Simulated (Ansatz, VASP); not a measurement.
# One calculation of Pt3S, two programs

```
Pt S
1.0
     3.97720    0.00000    0.00000
     0.00000    3.97720    0.00000
     0.00000    0.00000    3.97720
Pt S
3 1
Direct
  0.00000 0.50000 0.50000
  0.50000 0.00000 0.50000
  0.50000 0.50000 0.00000
  0.00000 0.00000 0.00000
```

Alike in both runs: functional PBE; k mesh 12 × 12 × 12; occupations gaussian, width 0.1 eV; no spin polarisation.

Ansatz relaxed the structure, and its values are those at the end. VASP's run is a single point on that final structure, the one shown.

|  | VASP | Ansatz |
| --- | --- | --- |
| version | VASP 6.6.1 | Ansatz 0.2.0 |
| potentials or method | VASP PAW PBE potentials, release 64 (Pt, S) | scalar-relativistic, plane waves, PAW |
| plane-wave cutoff (eV) | 520 | 420 |
| valence electrons in the cell | 36 | 60 |

Ansatz gave:

- gap on the k mesh at the Fermi level (eV): none
- pressure (GPa): 0.0

Question: Which values does VASP return?

Answer: gap on the k mesh at the Fermi level (eV): none; pressure (GPa): -0.3.

A gap of «none» marks a metal or a gap that the smearing closes. With one functional, cell and mesh, what is left measures potentials, basis and numerics. The two sets of potentials don't hold the same shells in valence.

Spin-orbit coupling is left out, which matters for the levels of Pt.
